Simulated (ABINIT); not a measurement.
Runs of ABINIT 10.8.3 (patched build) on BP. Symmetry: F-43m, No. 216, cubic system. The conventional cell has a = 4.538 Å, b = 4.538 Å, c = 4.538 Å, α = 90.00°, β = 90.00°, γ = 90.00°. Around P (site symmetry -43m) lie 4 B at 1.97 Å. B (site symmetry -43m) has 4 P at 1.97 Å as nearest neighbours. 

```tsv
task	level	potentials or basis	k mesh	cutoff (eV)	fine-grid cutoff	gap on the mesh (eV)	V0 of scaled cells (Å³/atom)	B0 (GPa)
single point	LDA	JTH PAW LDA v2.0	8 × 8 × 8	544	1088.46 eV	(a)	-	-
equation of state	LDA	JTH PAW LDA v2.0	10 × 10 × 10	408	816.342 eV	-	11.35	(b)
equation of state	BLYP+D3(BJ)	JTH PAW PBE v2.0	10 × 10 × 10	544	1088.46 eV	-	11.45	168
equation of state	WC	JTH PAW PBE v2.0	10 × 10 × 10	544	1088.46 eV	-	11.57	170
single point	r2SCAN	JTH PAW PBE v2.0	6 × 6 × 6	653	1251.72 eV	1.54	-	-
```

Alike in all rows: no spin polarisation; cell as given; smearing fermi-dirac 0.05 eV.

Task: Estimate the missing entries.

Result: (a) 1.22; (b) 176.

Caveats: pressures at fixed basis lie under the slope of the energies (some runs); the PAW data sets were made with another functional, which shifts forces and pressure a little (some runs).

A k mesh can miss the band edges.

Not every run made on this cell is shown here.
